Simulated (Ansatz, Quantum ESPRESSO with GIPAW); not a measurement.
## 29Si and 17O NMR of SiO2, calculated

Aim: the magnetic shielding tensor of every site in SiO2 and the field gradients at its nuclei.

Program: Quantum ESPRESSO with GIPAW 8.0dev (patched build). Level of theory: DFT, PBEsol, plane-wave PAW (pslibrary 1.0.0 recipes), scalar-relativistic, GIPAW; a patched development version of the program. Results are calculated unless marked as measured.

### Step 1. Set-up

It takes space group Pccn (No. 56, orthorhombic). The conventional cell has a = 4.712 Å, b = 8.093 Å, c = 8.531 Å, α = 90.00°, β = 90.00°, γ = 90.00°. Nearest to Si lie 4 O at 1.60 to 1.63 Å. Nearest to O lie 2 Si at 1.60 Å. O has 2 Si at 1.62 to 1.63 Å nearest. Nearest to O lie 2 Si at 1.61 Å. Farther neighbours and most contacts between anions are not listed.

The cell is a computed entry of the Materials Project; it need not be the form that is stable at ambient conditions.

This structure had its atoms relaxed beforehand (DFT, PBEsol, plane-wave PAW (pslibrary 1.0.0 recipes), Quantum ESPRESSO with GIPAW), starting from the database entry, since shieldings follow bond lengths closely.

### Step 2. Ground state

GIPAW is a response on top of the ground state, so the wavefunctions come first. Their errors pass straight into the induced current, hence the tight threshold. No empty states are asked for: the response is solved without them. The mesh has a spacing of 0.45 Å⁻¹ at most. The PAW files were made with ld1.x from the pslibrary 1.0.0 recipes, with GIPAW reconstruction switched on.

The input, scf.in:

```
&control
  calculation = 'scf'
  prefix = 'x'
  outdir = './tmp/'
  pseudo_dir = './'
/
&system
  ibrav = 0
  nat = 24
  ntyp = 2
  ecutwfc = 55
  ecutrho = 330
  nbnd = 64
/
&electrons
  conv_thr = 1.0d-10
  mixing_beta = 0.7
  electron_maxstep = 100
/
ATOMIC_SPECIES
  Si 28.085 Si.pbesol-n-kjpaw_psl.1.0.0-gipaw.UPF
  O 15.999 O.pbesol-n-kjpaw_psl.1.0.0-gipaw.UPF
CELL_PARAMETERS angstrom
  4.71155729 0.00000000 0.00000000
  0.00000000 8.09259956 0.00000000
  0.00000000 0.00000000 8.53061019
ATOMIC_POSITIONS crystal
  Si 0.35612004 0.06275783 0.65957005
  Si 0.64387996 0.93724217 0.34042995
  Si 0.85612004 0.93724217 0.84042995
  Si 0.85612004 0.56275783 0.34042995
  Si 0.35612004 0.43724217 0.15957005
  Si 0.64387996 0.56275783 0.84042995
  Si 0.14387996 0.43724217 0.65957005
  Si 0.14387996 0.06275783 0.15957005
  O 0.50000000 0.00000000 0.50000000
  O -0.00000000 -0.00000000 -0.00000000
  O 0.08802753 0.94385746 0.69945446
  O 0.25000000 0.25000000 0.13875468
  O 0.50000000 0.50000000 -0.00000000
  O 0.91197247 0.44385746 0.80054554
  O 0.75000000 0.75000000 0.86124532
  O 0.75000000 0.75000000 0.36124532
  O 0.00000000 0.50000000 0.50000000
  O 0.91197247 0.05614254 0.30054554
  O 0.41197247 0.94385746 0.19945446
  O 0.08802753 0.55614254 0.19945446
  O 0.25000000 0.25000000 0.63875468
  O 0.41197247 0.55614254 0.69945446
  O 0.58802753 0.44385746 0.30054554
  O 0.58802753 0.05614254 0.80054554
K_POINTS automatic
  3 2 2 1 1 1
```

Launch:

```sh
$ mpirun -np 4 pw.x -nk 4 -in scf.in > scf.out
```

Log:

```text
using ibrav=0 with symmetry is DISCOURAGED, use correct ibrav instead

     suboptimal parallelization: some nodes have no k-points

     bravais-lattice index     =            0
     lattice parameter (alat)  =       8.9036  a.u.
     unit-cell volume          =    2194.9732 (a.u.)^3
     number of atoms/cell      =           24
     number of atomic types    =            2
     number of electrons       =       128.00
     number of Kohn-Sham states=           64
     kinetic-energy cutoff     =      55.0000  Ry
     charge density cutoff     =     330.0000  Ry
     scf convergence threshold =      1.0E-10
     mixing beta               =       0.7000
     number of iterations used =            8  plain     mixing
     Exchange-correlation= SLA-PW-PSX-PSC
                           (   1   4  10   8   0   0   0)
[...]
Si                4.00    28.08500     Si( 1.00)
     O                 6.00    15.99900     O ( 1.00)

      8 Sym. Ops., with inversion, found ( 6 have fractional translation)
[...]
number of k points=     2
[...]
Dense  grid:   222187 G-vectors     FFT dimensions: (  54,  90,  96)

     Smooth grid:   120871 G-vectors     FFT dimensions: (  48,  80,  80)

     Check: negative core charge=   -0.000003

     Initial potential from superposition of free atoms

     starting charge     127.9957, renormalised to     128.0000
     Starting wfcs are   96 randomized atomic wfcs

     Self-consistent Calculation

     iteration #  1     ecut=    55.00 Ry     beta= 0.70
     Davidson diagonalization with overlap
     ethr =  1.00E-02,  avg # of iterations =  2.0

     total energy              =   -1020.95690799 Ry
     estimated scf accuracy    <       7.48796031 Ry

     iteration #  2     ecut=    55.00 Ry     beta= 0.70
     Davidson diagonalization with overlap
     ethr =  5.85E-03,  avg # of iterations =  6.5

     total energy              =   -1025.72092982 Ry
     estimated scf accuracy    <       2.42470180 Ry

     iteration #  3     ecut=    55.00 Ry     beta= 0.70
     Davidson diagonalization with overlap
     ethr =  1.89E-03,  avg # of iterations =  4.0

     total energy              =   -1025.76424826 Ry
     estimated scf accuracy    <       0.84967851 Ry

[...]
total energy              =   -1026.35817584 Ry
[...]
iteration # 22     ecut=    55.00 Ry     beta= 0.70
     Davidson diagonalization with overlap
     ethr =  1.00E-12,  avg # of iterations =  3.0

     total energy              =   -1026.35817584 Ry
     estimated scf accuracy    <       0.00000001 Ry

     iteration # 23     ecut=    55.00 Ry     beta= 0.70
     Davidson diagonalization with overlap
     ethr =  1.00E-12,  avg # of iterations = 10.0

     End of self-consistent calculation
     [one-electron energies left out]

!    total energy              =   -1026.35817584 Ry
     total all-electron energy =     -7035.212128 Ry
     estimated scf accuracy    <          7.1E-11 Ry

     The total energy is the sum of the following terms:
     one-electron contribution =    -314.13188710 Ry
     hartree contribution      =     225.86365604 Ry
     xc contribution           =    -169.70290480 Ry
     ewald contribution        =    -345.24070978 Ry
     one-center paw contrib.   =    -423.14633020 Ry

     convergence has been achieved in  23 iterations
[...]
JOB DONE.
```

The job ended after 2.9 min (4 MPI ranks of Arm Neoverse V1, shared host; peak memory 1.7 GiB).

It converged in 23 cycles to an estimated accuracy of 7e-11 Ry, on 2 irreducible k-points.

### Step 3. GIPAW: job nmr

A uniform field breaks periodicity, so gipaw.x applies it as a wave of small q and takes the limit. It solves for the first-order states, builds the induced current and gets the field at each nucleus by Biot–Savart; the PAW spheres add what the smooth waves miss near the nuclei. pawproj makes the reconstruction use the PAW data sets' own projectors.

The input, nmr.in:

```
&inputgipaw
  job = 'nmr'
  prefix = 'x'
  tmp_dir = './tmp/'
  restart_mode = 'from_scratch'
  verbosity = 'low'
  q_gipaw = 0.01
  spline_ps = .true.
  conv_threshold = 1.0d-11
  use_nmr_macroscopic_shape = .false.
  pawproj(1) = .true.
  pawproj(2) = .true.
/
```

Launch:

```sh
$ mpirun -np 4 gipaw.x -in nmr.in > nmr.out
```

Log:

```text
[banner, memory and clock lines left out]
[a note of our patched build left out]

     Parallelizing q-star over 1 images

     IMPORTANT: XC functional enforced from input :
     Exchange-correlation= PBESOL
                           (   1   4  10   8   0   0   0)
     Any further DFT definition will be discarded
     Please, verify this is what you really want

     Check: negative core charge=   -0.000003
[...]
alpha_pv=     38.2121 eV

     spline_ps is .false., expect some extrapolation errors

     q-space interpolation up to    66.00 Rydberg

     GIPAW job: nmr
     NMR macroscopic correction: no
[...]
Computing the magnetic susceptibility     isolve=0    ethr=  0.1000E-10
     Starting from scratch
     k-point #    1 of     2      pool #  1    cpu time:       2.3
[...]
End of magnetic susceptibility calculation

     f-sum rule (1st term):
          -120.5467          0.0000          0.0000
             0.0000       -120.5451          0.0000
             0.0000          0.0000       -120.5418

     f-sum rule (2nd term):
            -2.7650          0.0000          0.0000
             0.0000         -2.7707          0.0000
             0.0000          0.0000         -2.7725

     f-sum rule (should be  -123.3132):
          -123.3117          0.0000          0.0000
             0.0000       -123.3158          0.0000
             0.0000          0.0000       -123.3143

[... susceptibilities left out ...]
     Contributions to the NMR chemical shifts: -------------------------------

     Macroscopic shape contribution in ppm:                    0.00
             0.0000          0.0000          0.0000
             0.0000          0.0000          0.0000
             0.0000          0.0000          0.0000

     Core contribution in ppm:

     Atom  1  Si  pos: (  0.356120  0.107793  1.194199)  core sigma:         836.91
     Atom  2  Si  pos: (  0.643880  1.609813  0.616373)  core sigma:         836.91
     Atom  3  Si  pos: (  0.856120  1.609813  1.521658)  core sigma:         836.91
     Atom  4  Si  pos: (  0.856120  0.966596  0.616373)  core sigma:         836.91
     Atom  5  Si  pos: (  0.356120  0.751010  0.288913)  core sigma:         836.91
     Atom  6  Si  pos: (  0.643880  0.966596  1.521658)  core sigma:         836.91
     Atom  7  Si  pos: (  0.143880  0.751010  1.194199)  core sigma:         836.91
     Atom  8  Si  pos: (  0.143880  0.107793  0.288913)  core sigma:         836.91
     Atom  9  O   pos: (  0.500000  0.000000  0.905286)  core sigma:         270.50
     Atom 10  O   pos: ( -0.000000 -0.000000 -0.000000)  core sigma:         270.50
     Atom 11  O   pos: (  0.088028  1.621175  1.266412)  core sigma:         270.50
     Atom 12  O   pos: (  0.250000  0.429402  0.251225)  core sigma:         270.50
     Atom 13  O   pos: (  0.500000  0.858803  0.000000)  core sigma:         270.50
     Atom 14  O   pos: (  0.911972  0.762372  1.449445)  core sigma:         270.50
     Atom 15  O   pos: (  0.750000  1.288205  1.559346)  core sigma:         270.50
     Atom 16  O   pos: (  0.750000  1.288205  0.654060)  core sigma:         270.50
     Atom 17  O   pos: (  0.000000  0.858803  0.905286)  core sigma:         270.50
     Atom 18  O   pos: (  0.911972  0.096431  0.544159)  core sigma:         270.50
[...]
Atom 23  O   pos: (  0.588028  0.762372  0.544159)  core sigma:         270.50
     Atom 24  O   pos: (  0.588028  0.096431  1.449445)  core sigma:         270.50

     Bare contribution in ppm:

     Atom  1  Si  pos: (  0.356120  0.107793  1.194199)  bare sigma:         -26.74
[...]
Atom  2  Si  pos: (  0.643880  1.609813  0.616373)  bare sigma:         -26.74
[...]
Atom  3  Si  pos: (  0.856120  1.609813  1.521658)  bare sigma:         -26.74
[...]
Atom  4  Si  pos: (  0.856120  0.966596  0.616373)  bare sigma:         -26.74
[...]
Atom  5  Si  pos: (  0.356120  0.751010  0.288913)  bare sigma:         -26.74
[...]
Atom  6  Si  pos: (  0.643880  0.966596  1.521658)  bare sigma:         -26.74
[...]
Atom  7  Si  pos: (  0.143880  0.751010  1.194199)  bare sigma:         -26.74
[...]
Atom  8  Si  pos: (  0.143880  0.107793  0.288913)  bare sigma:         -26.74
[...]
Atom  9  O   pos: (  0.500000  0.000000  0.905286)  bare sigma:          61.67
[...]
Atom 10  O   pos: ( -0.000000 -0.000000 -0.000000)  bare sigma:          61.67
[...]
Atom 11  O   pos: (  0.088028  1.621175  1.266412)  bare sigma:          57.22
[...]
Atom 12  O   pos: (  0.250000  0.429402  0.251225)  bare sigma:          61.24
[...]
Atom 13  O   pos: (  0.500000  0.858803  0.000000)  bare sigma:          61.67
[...]
Atom 14  O   pos: (  0.911972  0.762372  1.449445)  bare sigma:          57.22
[...]
Atom 15  O   pos: (  0.750000  1.288205  1.559346)  bare sigma:          61.24
[...]
Atom 16  O   pos: (  0.750000  1.288205  0.654060)  bare sigma:          61.24
[...]
Atom 17  O   pos: (  0.000000  0.858803  0.905286)  para_oo sigma:          -2.20
[...]
Atom 18  O   pos: (  0.911972  0.096431  0.544159)  para_oo sigma:          -2.17
[...]
Atom 23  O   pos: (  0.588028  0.762372  0.544159)  para_oo sigma:          -2.17
[...]
Atom 24  O   pos: (  0.588028  0.096431  1.449445)  para_oo sigma:          -2.17
[...]
Paramagnetic US L_R Q_R contribution in ppm:

     Atom  1  Si  pos: (  0.356120  0.107793  1.194199)  para_lq sigma:           2.29
[...]
Atom  2  Si  pos: (  0.643880  1.609813  0.616373)  para_lq sigma:           2.29
[...]
Atom  3  Si  pos: (  0.856120  1.609813  1.521658)  para_lq sigma:           2.29
[...]
Atom  4  Si  pos: (  0.856120  0.966596  0.616373)  para_lq sigma:           2.29
[...]
Atom  5  Si  pos: (  0.356120  0.751010  0.288913)  para_lq sigma:           2.29
[...]
Atom  6  Si  pos: (  0.643880  0.966596  1.521658)  para_lq sigma:           2.29
[...]
Atom  7  Si  pos: (  0.143880  0.751010  1.194199)  para_lq sigma:           2.29
[...]
Atom  8  Si  pos: (  0.143880  0.107793  0.288913)  para_lq sigma:           2.29
[...]
Atom  9  O   pos: (  0.500000  0.000000  0.905286)  para_lq sigma:        -202.20
[...]
Atom 10  O   pos: ( -0.000000 -0.000000 -0.000000)  para_lq sigma:        -202.20
[...]
Atom 11  O   pos: (  0.088028  1.621175  1.266412)  para_lq sigma:        -202.97
[...]
Atom 12  O   pos: (  0.250000  0.429402  0.251225)  para_lq sigma:        -202.31
[...]
Atom 13  O   pos: (  0.500000  0.858803  0.000000)  para_lq sigma:        -202.20
[...]
Atom 14  O   pos: (  0.911972  0.762372  1.449445)  para_lq sigma:        -202.97
[...]
Atom 15  O   pos: (  0.750000  1.288205  1.559346)  para_lq sigma:        -202.31
[...]
Atom 16  O   pos: (  0.750000  1.288205  0.654060)  para_lq sigma:        -202.31
[...]
Atom 17  O   pos: (  0.000000  0.858803  0.905286)  para_lq sigma:        -202.20
[...]
Atom 18  O   pos: (  0.911972  0.096431  0.544159)  para_lq sigma:        -202.97
[...]
Atom 23  O   pos: (  0.588028  0.762372  0.544159)  para_lq sigma:        -202.97
[...]
Atom 24  O   pos: (  0.588028  0.096431  1.449445)  para_lq sigma:        -202.97
[...]
Total NMR chemical shifts in ppm: ---------------------------------------
     (adopting the Simpson convention for anisotropy and asymmetry)-----------

     Atom  1  Si  pos: (  0.356120  0.107793  1.194199)  Total sigma:         434.00
           435.8443          9.7451          6.9224
            -4.5983        433.8300         -5.7154
            -8.6004         -1.2690        432.3121

     Si      1    anisotropy:      7.28    eta:    0.9215
[...]
Atom  2  Si  pos: (  0.643880  1.609813  0.616373)  Total sigma:         434.00
[... its tensor is left out ...]
     Atom  3  Si  pos: (  0.856120  1.609813  1.521658)  Total sigma:         434.00
[... its tensor is left out ...]
     Atom  4  Si  pos: (  0.856120  0.966596  0.616373)  Total sigma:         434.00
[... its tensor is left out ...]
     Atom  5  Si  pos: (  0.356120  0.751010  0.288913)  Total sigma:         434.00
[... its tensor is left out ...]
     Atom  6  Si  pos: (  0.643880  0.966596  1.521658)  Total sigma:         434.00
[... its tensor is left out ...]
     Atom  7  Si  pos: (  0.143880  0.751010  1.194199)  Total sigma:         434.00
[... its tensor is left out ...]
     Atom  8  Si  pos: (  0.143880  0.107793  0.288913)  Total sigma:         434.00
[... its tensor is left out ...]
     Atom  9  O   pos: (  0.500000  0.000000  0.905286)  Total sigma:         215.60
           193.2884         -9.4660        -24.5702
           -11.9593        196.1805         25.2255
           -27.8457         23.5052        257.3290

     O       9    anisotropy:     89.96    eta:    0.0822
[...]
Atom 10  O   pos: ( -0.000000 -0.000000 -0.000000)  Total sigma:         215.60
[... its tensor is left out ...]
     Atom 11  O   pos: (  0.088028  1.621175  1.266412)  Total sigma:         200.16
           217.2537         21.0620        -27.7941
            21.3848        189.0188         -8.6463
           -28.5320         -8.1368        194.2122

     O      11    anisotropy:     67.38    eta:    0.2286
[...]
Atom 12  O   pos: (  0.250000  0.429402  0.251225)  Total sigma:         214.09
           185.8993         19.9733         -0.0000
            23.0868        270.0709          0.0000
            -0.0000          0.0000        186.2887

     O      12    anisotropy:     91.76    eta:    0.0912
[...]
Atom 13  O   pos: (  0.500000  0.858803  0.000000)  Total sigma:         215.60
[... its tensor is left out ...]
     Atom 14  O   pos: (  0.911972  0.762372  1.449445)  Total sigma:         200.16
[... its tensor is left out ...]
     Atom 15  O   pos: (  0.750000  1.288205  1.559346)  Total sigma:         214.09
[... its tensor is left out ...]
     Atom 16  O   pos: (  0.750000  1.288205  0.654060)  Total sigma:         214.09
[... its tensor is left out ...]
     Atom 17  O   pos: (  0.000000  0.858803  0.905286)  Total sigma:         215.60
[... its tensor is left out ...]
     Atom 18  O   pos: (  0.911972  0.096431  0.544159)  Total sigma:         200.16
[... its tensor is left out ...]
     Atom 19  O   pos: (  0.411972  1.621175  0.361127)  Total sigma:         200.16
[... its tensor is left out ...]
     Atom 20  O   pos: (  0.088028  0.955234  0.361127)  Total sigma:         200.16
[... its tensor is left out ...]
     Atom 21  O   pos: (  0.250000  0.429402  1.156511)  Total sigma:         214.09
[... its tensor is left out ...]
     Atom 22  O   pos: (  0.411972  0.955234  1.266412)  Total sigma:         200.16
[... its tensor is left out ...]
     Atom 23  O   pos: (  0.588028  0.762372  0.544159)  Total sigma:         200.16
[... its tensor is left out ...]
     Atom 24  O   pos: (  0.588028  0.096431  1.449445)  Total sigma:         200.16
[... its tensor is left out ...]
```

Run time: 10 min. Hardware: 4 MPI ranks; peak memory 1.1 GiB.

The f-sum rule is met to 0.0026 of 123.3 (0.002 %). Converged shieldings require that this miss be small, but a small miss does not prove them.

From the symmetric part of each tensor, with principal values σ11 ≤ σ22 ≤ σ33: σ_iso is their mean, the span is σ33 − σ11 and the skew 3(σ_iso − σ22)/span. (gipaw.x prints an anisotropy in another convention.)

```csv
site,atom no.,atoms in cell,σ_iso (ppm),span (ppm),skew
Si,1,8,434.0,9.5,0.06
O(1),9,4,215.6,92.4,0.89
O(2),11,8,200.2,72.5,0.72
O(3),12,4,214.1,94.5,0.88
```

The macroscopic shape term is switched off. For a spherical sample the valence susceptibility of this run would add about 8 ppm to every site, a rough estimate, since the susceptibility converges slowly and lacks part of the PAW terms. Differences within the crystal don't depend on it, but shieldings of different compounds can't be compared to better than a few ppm without it.

In this run the largest span is that of O(3) (site symmetry 2), with principal values 180.7, 186.3 and 275.3 ppm.

How the isotropic values are made up (ppm). The core part is that of the free atom's core; bare is the current of the smooth valence states; the last two are what the PAW spheres add to the diamagnetic and the paramagnetic current:

```csv
site,core,bare,"reconstruction, dia","reconstruction, para"
Si,836.9,-26.7,1.9,-378.1
O(1),270.5,61.7,18.8,-135.3
O(2),270.5,57.2,18.4,-145.9
O(3),270.5,61.2,18.7,-136.4
```

[end of part 1 of 2]

[Banner, clock, file and message-heading lines were taken out of the pw.x and gipaw.x logs.]

[Logs are printed without paths, hosts, clocks, repeated set-up lines and the standing remarks that a program may print on its own settings, such as how far it seeks lower states.]

[Hosts, paths, dates, database ids (printed as entryN), source tags and the programs' standing remarks are cut or masked in the printed files.]

[Where no reference line passes its bar on scatter, no shift is given, so a measured shift of this compound may stand uncompared.]
